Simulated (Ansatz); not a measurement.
# MnO: the cost of one run

Method: DFT PBE without U, plane waves, PAW, in Ansatz 0.2.0.

## (1) The structure to begin with

The structure is hexagonal, space group P6_3/mmc (No. 194). The conventional cell has a = 3.329 Å, b = 3.329 Å, c = 4.640 Å, α = 90.00°, β = 90.00°, γ = 120.00°. Mn (site symmetry -3m) is surrounded by 6 O at 2.24 Å and 2 Mn at 2.32 Å. O (site symmetry -6m2) is surrounded by 6 Mn at 2.24 Å.

Structure file:

```
Mn O
1.0
     3.32881    0.00000    0.00000
    -1.66440    2.88283    0.00000
     0.00000    0.00000    9.27908
Mn O
4 4
Direct
  0.00000 0.00000 0.00000
  0.00000 0.00000 0.25000
  0.00000 0.00000 0.50000
  0.00000 0.00000 0.75000
  0.33333 0.66667 0.12500
  0.66667 0.33333 0.37500
  0.33333 0.66667 0.62500
  0.66667 0.33333 0.87500
```

Magnetic order typed: antiferromagnetic, doubled cell 0 0 1/2.

## (2) From atoms, symmetry kept, no search

File input.yaml:

```yaml
crystal:
  lattice:
    - [3.32880696, 0.0, 0.0]
    - [-1.66440348, 2.88283139, 0.0]
    - [0.0, 0.0, 9.27908388]
  atoms:
    - { symbol: Mn, position: [0.0, 0.0, 0.0], spin: 5.0 }
    - { symbol: Mn, position: [0.0, 0.0, 0.25], spin: 5.0 }
    - { symbol: O, position: [0.3333333333, 0.6666666667, 0.125] }
    - { symbol: O, position: [0.6666666667, 0.3333333333, 0.375] }
    - { symbol: Mn, position: [0.0, 0.0, 0.5], spin: -5.0 }
    - { symbol: Mn, position: [0.0, 0.0, 0.75], spin: -5.0 }
    - { symbol: O, position: [0.3333333333, 0.6666666667, 0.625] }
    - { symbol: O, position: [0.6666666667, 0.3333333333, 0.875] }
basis:
  ecutwfc: 420
  ecutrho_ratio: 4
kpoints:
  mp_grid: { grid: [7, 7, 2] }
hamiltonian:
  xc: pbe
scf:
  occupations: { method: gaussian, width: 0.05 }
  lower_state_search: "off"
  max_iter: 150
output:
  forces: true
  stress: true
  eigenvalues: true
  populations: true
  hubbard:
    sites:
      - { site: 0, l: d }
      - { site: 1, l: d }
      - { site: 4, l: d }
      - { site: 5, l: d }
magnetization:
  spin_polarized: true
```

On the command line:

```bash
$ ansatz run input.yaml --threads 4 --pin off --max-ram 6144MiB --backend cpu --events-out ev --progress --plain --runs-dir out
```

Q: Estimate wall time and peak memory on 4 threads of Arm Neoverse V2, shared host.

About 4.7 s, with a peak of 0.48 GiB.
